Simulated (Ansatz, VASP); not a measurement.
# Ge in VASP and in Ansatz

The input INCAR:

```
  ALGO = Normal
  EDIFF = 1E-6
  ENCUT = 520
  GGA = RE
  ISIF = 2
  ISMEAR = -1
  LASPH = T
  LCHARG = F
  LREAL = F
  LWAVE = F
  NBANDS = 21
  NELM = 100
  PREC = Accurate
  SIGMA = 0.05
```

The input KPOINTS:

```
k-points
0
Gamma
  9 9 9
```

Contents of POSCAR:

```
Ge
1.0
    0.0000000000      2.9437771180      2.9437771180
    2.9437771180      0.0000000000      2.9437771180
    2.9437771180      2.9437771180      0.0000000000
Ge
2
Direct
    0.5000000000      0.5000000000      0.5000000000
    0.7500000000      0.7500000000      0.7500000000
```

Input for Ansatz:

```yaml
crystal:
  lattice:
    - [0.0, 2.943777118, 2.943777118]
    - [2.943777118, 0.0, 2.943777118]
    - [2.943777118, 2.943777118, 0.0]
  atoms:
    - { symbol: Ge, position: [0.5, 0.5, 0.5] }
    - { symbol: Ge, position: [0.75, 0.75, 0.75] }
hamiltonian:
  xc: revpbe
  pseudopotentials:
    kind: paw
    azcp:
      Ge: "pseudopotentials/Ge.paw.azcp"
basis:
  ecutwfc: 420
  fft_grid_basis: typed
kpoints:
  mp_grid: { grid: [9, 9, 9], shift: [0, 0, 0] }
magnetization:
  spin_polarized: false
scf:
  occupations: { method: fermi_dirac, width: 0.05 }
output:
  stress: true
```

Alike in both runs: task single point; functional revPBE; k mesh 9 × 9 × 9; occupations fermi-dirac, width 0.05 eV; no spin polarisation.

```csv
,VASP,Ansatz
version,VASP 6.6.1,Ansatz 0.2.0
potentials or method,"VASP PAW PBE potentials, release 64 (Ge_d)","plane waves (420 eV) with PAW, scalar-relativistic"
plane-wave cutoff (eV),520,420
valence electrons in the cell,28,28
```

```csv
,VASP,Ansatz,Ansatz less VASP
pressure (GPa),-2.3,-2.2,+0.09
```

Caveats: the PAW data sets were made with another functional, which shifts forces and pressure a little (VASP).
